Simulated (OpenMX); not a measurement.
The system is ZrC.

```
CELL_PARAMETERS angstrom
0.00000 2.36500 2.36500
2.36500 0.00000 2.36500
2.36500 2.36500 0.00000
ATOMIC_POSITIONS crystal
Zr 0.50000 0.50000 0.50000
C 0.00000 0.00000 0.00000
```

Base run:

```yaml
Program: OpenMX 3.8.5
Functional: PBE
Potentials_or_basis: OpenMX 2013 PBE set, Zr7.0-s3p2d2, C6.0-s2p2d1, grid cutoff 400 Ry
k_mesh: 11 × 11 × 11
Occupations: fermi-dirac, width 0.05 eV
Spin: no spin polarisation
```

Its results: pressure -1.7 GPa.

Problem. After a change of settings the same cell gave: pressure -0.4 GPa. Which change was it?
A. k mesh from 11 × 11 × 11 to 7 × 7 × 7
B. potentials or basis from OpenMX 2013 PBE set, Zr7.0-s3p2d2, C6.0-s2p2d1, grid cutoff 400 Ry to OpenMX 2013 PBE set, Zr7.0-s3p2d1, C6.0-s2p2, grid cutoff 400 Ry
C. functional from PBE to LDA; potentials or basis from OpenMX 2013 PBE set, Zr7.0-s3p2d2, C6.0-s2p2d1, grid cutoff 400 Ry to OpenMX 2013 LDA set, Zr7.0-s3p2d2, C6.0-s2p2d1, grid cutoff 400 Ry

Solution. B.

Caveats: the basis of atomic orbitals isn't converged, which shifts pressures, moduli and gaps.
